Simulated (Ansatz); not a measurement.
K (Pm-3m): electronic heat capacity and spin susceptibility from the density of states

These are results of DFT PBE, scalar-relativistic, plane waves, PAW in Ansatz, not measurements.

Settings: cutoff 420 eV, Γ-centred mesh 10×10×10 on the computed 1-atom cell, Gaussian smearing of 0.10 eV; no spin polarisation.

Relaxed cell: Pm-3m, a = 4.310 Å, b = 4.310 Å, c = 4.310 Å, α = 90.00°, β = 90.00°, γ = 90.00°, 1 atom in the primitive cell. This simple cubic form isn't the element's structure at ambient conditions.

The density of states at the Fermi level is 0.837 states/eV in the cell of 1 atom (1 formula unit; both spins, tetrahedra on a 15×15×15 mesh).

What Sommerfeld coefficient and Pauli susceptibility does this give?

Per formula unit N(E_F) = 0.837 states/eV. γ = (π²/3) k_B² N(E_F) N_A = 2.357 mJ/(mol K²) per state/eV, so γ = 2.0 mJ/(mol K²), a mole of formula units. χ_P = μ_B² N(E_F) N_A = 3.23×10⁻⁵ emu/mol per state/eV gives 2.7×10⁻⁵ emu/mol. This is the bare band result: a measured γ of the same phase is as a rule larger by a factor 1 + λ from phonons and spin fluctuations, the spin part of χ is larger by the Stoner factor, and a measured χ also holds orbital and core terms. N(E_F) at one energy is sensitive to the mesh where the density of states has sharp peaks.

Cost: 1 run of about 0.077 core-minutes, on Intel Xeon 6975P-C (Granite Rapids) (shared hosts).